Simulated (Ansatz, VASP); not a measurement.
Two plane-wave programs on TiSi2

```
Ti Si
1.0
     0.00000    4.11752    4.26290
     2.38951    0.00000    4.26290
     2.38951    4.11752    0.00000
Ti Si
2 4
Direct
  0.75000 0.75000 0.75000
  0.50000 0.50000 0.50000
  0.41257 0.08743 0.41257
  0.08743 0.41257 0.08743
  0.16257 0.83743 0.16257
  0.83743 0.16257 0.83743
```

The cell is a database's computed one.

Alike in both runs: task single point; functional PBE; k mesh 7 × 7 × 7; occupations gaussian, width 0.011 eV; no spin polarisation.

|  | VASP | Ansatz |
| --- | --- | --- |
| version | VASP 6.6.1 | Ansatz 0.2.0 |
| potentials or method | VASP PAW PBE potentials, release 64 (Ti_sv, Si) | Ansatz PAW |
| plane-wave cutoff (eV) | 520 | 420 |
| valence electrons in the cell | 40 | 40 |

```tsv
	VASP	Ansatz	Ansatz less VASP
gap on the k mesh at the Fermi level (eV)	none	none	-
pressure (GPa)	2.0	2.1	+0.05
largest component of the traceless stress (GPa)	1.25	1.25	+0.002
rms of the force components (eV/Å)	0.005	0.006	+0.0004
```

Atom by atom the forces differ by 0.000 eV/Å (rms over components). A gap of «none» marks a metal or a gap that the smearing closes.
